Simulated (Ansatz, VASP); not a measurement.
**Two plane-wave programs on Ca**

```
Ca
1.0
     3.42200    0.00000    0.00000
     0.00000    3.42200    0.00000
     0.00000    0.00000    3.42200
Ca
1
Direct
  0.00000 0.00000 0.00000
```

Alike in both runs: functional revPBE; dispersion D3(BJ); k mesh 11 × 11 × 11; no spin polarisation.

Ansatz relaxed the structure, and its values are those at the end. VASP's run is a single point on that final structure, the one shown.

|  | VASP | Ansatz |
| --- | --- | --- |
| version | VASP 6.6.1 | Ansatz 0.2.0 |
| potentials or method | VASP PAW PBE potentials, release 64 (Ca_sv) | plane waves, PAW |
| plane-wave cutoff (eV) | 520 | 470 |
| occupations | methfessel-paxton of order 1, width 0.05 eV | cold, width 0.05 eV |
| valence electrons in the cell | 10 | 10 |

```csv
,VASP,Ansatz,Ansatz less VASP
pressure (GPa),0.0,0.0,0.00
dispersion energy (meV/atom),-442.1,-442.1,-0.08
```

Caveats: the PAW data sets were made with another functional, which shifts forces and pressure a little (VASP); pairwise dispersion overbinds metals, which lowers pressure and volume.
